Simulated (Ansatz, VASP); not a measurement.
# Ir: VASP beside Ansatz

Contents of POSCAR:

```
Ir
1.0
    0.0000000000      1.9408081540      1.9408081540
    1.9408081540      0.0000000000      1.9408081540
    1.9408081540      1.9408081540      0.0000000000
Ir
1
Direct
    0.0000000000      0.0000000000      0.0000000000
```

Contents of INCAR.step1:

```
  PREC = Accurate
  ENCUT = 520
  ISMEAR = -1
  SIGMA = 0.05
  LREAL = F
  LASPH = T
  NELM = 80
  NBANDS = 10
  GGA = PE
  ALGO = Normal
  EDIFF = 1E-4
  LWAVE = T
  LCHARG = F
```

INCAR.step2

```
  PREC = Accurate
  ENCUT = 520
  EDIFF = 1E-7
  ISMEAR = -1
  SIGMA = 0.05
  LREAL = F
  LASPH = T
  NELM = 80
  ALGO = Normal
  ISIF = 2
  LWAVE = F
  LCHARG = F
  METAGGA = R2SCAN
  LMIXTAU = T
  NBANDS = 10
  ISTART = 1
```

The input KPOINTS:

```
Automatic mesh
0
Gamma
  12 12 12
```

input.yaml

```yaml
crystal:
  lattice:
    - [0.0, 1.940808154, 1.940808154]
    - [1.940808154, 0.0, 1.940808154]
    - [1.940808154, 1.940808154, 0.0]
  atoms:
    - { symbol: Ir, position: [0.0, 0.0, 0.0] }
hamiltonian:
  xc: r2scan
  pseudopotentials: { kind: paw }
kpoints:
  mp_grid: { grid: [12, 12, 12] }
scf:
  occupations: { method: fermi_dirac, width: 0.05 }
output:
  forces: true
  stress: true
  eigenvalues: true
  write_density: true
  write_potential: true
  elf: true
  volumetric_format: npy
```

Alike in both runs: task single point; functional r2SCAN; k mesh 12 × 12 × 12; occupations fermi-dirac, width 0.05 eV; no spin polarisation.

|  | VASP | Ansatz |
| --- | --- | --- |
| version | VASP 6.6.1 | Ansatz 0.2.0 |
| potentials or method | VASP PAW PBE potentials, release 64 (Ir) | Ansatz PAW |
| plane-wave cutoff (eV) | 520 | 500 |
| valence electrons in the cell | 9 | 17 |

```tsv
	VASP	Ansatz	Ansatz less VASP
gap on the k mesh at the Fermi level (eV)	none	none	-
pressure (GPa)	-8.4	-10.6	-2.13
```

A gap of «none» marks a metal or a gap that the smearing closes. The two sets of potentials don't hold the same shells in valence.

Caveats: the PAW data sets were made with another functional, which shifts forces and pressure a little (VASP); the PAW data sets come from PBE, with cores solved anew for the run's functional, which leaves a small shift of forces and pressure (Ansatz). The runs have no spin-orbit coupling, so splittings on Ir are missing.
